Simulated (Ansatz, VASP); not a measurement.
**InP in VASP and in Ansatz**

The input INCAR:

```
SYSTEM = InP
PREC = Accurate
ENCUT = 600
EDIFF = 1E-7
ISMEAR = 0
SIGMA = 0.02
LREAL = .False.
LASPH = .True.
NELM = 100
ALGO = Normal
ISIF = 3
LWAVE = .False.
LCHARG = .False.
GGA = PE
IBRION = 2
NSW = 100
EDIFFG = -0.005
```

KPOINTS

```
regular mesh
0
Gamma
  10 10 10
  0 0 0
```

The input POSCAR:

```
InP
1.0
    0.0000000000      2.9519763857      2.9519763857
    2.9519763857      0.0000000000      2.9519763857
    2.9519763857      2.9519763857      0.0000000000
In P
1 1
Direct
    0.0000000000      0.0000000000      0.0000000000
    0.2500000000      0.2500000000      0.2500000000
```

Input for Ansatz:

```yaml
crystal:
  lattice:
    - [0.0, 2.9519763857, 2.9519763857]
    - [2.9519763857, 0.0, 2.9519763857]
    - [2.9519763857, 2.9519763857, 0.0]
  atoms:
    - { symbol: In, position: [0.0, 0.0, 0.0] }
    - { symbol: P, position: [0.25, 0.25, 0.25] }
basis:
  ecutwfc: 420
kpoints:
  mp_grid: { grid: [10, 10, 10] }
hamiltonian:
  xc: pbe
scf:
  occupations: { method: gaussian, width: 0.02 }
output:
  forces: true
  stress: true
  eigenvalues: true
relax:
  adjacent_minimum: "off"
  f_tol: 0.005
  max_steps: 80
  cell: { stress_tol: 0.05 }
```

The cell is a database's computed one.

Alike in both runs: task relaxation of cell and atoms; functional PBE; k mesh 10 × 10 × 10; occupations gaussian, width 0.02 eV; no spin polarisation.

```csv
,VASP,Ansatz
version,VASP 6.6.1,Ansatz 0.2.0
potentials or method,"VASP PAW PBE potentials, release 64 (In_d, P)","scalar-relativistic, plane waves, PAW"
plane-wave cutoff (eV),600,420
valence electrons in the cell,18,18
```

```tsv
	VASP	Ansatz	Ansatz less VASP
gap on the k mesh at the Fermi level, each at its own relaxed structure (eV)	0.44	0.44	0.000
relaxed volume (Å³/atom)	26.45	26.46	+0.016
relaxed cell length with the largest relative difference (Å)	4.213	4.214	+0.0008
energy change over the relaxation (meV/atom)	-4	-4	-0.1
```

Caveats: spin-orbit coupling is left out, which moves the levels of the heavy elements. As with any semilocal functional, this PBE gap is likely too small.
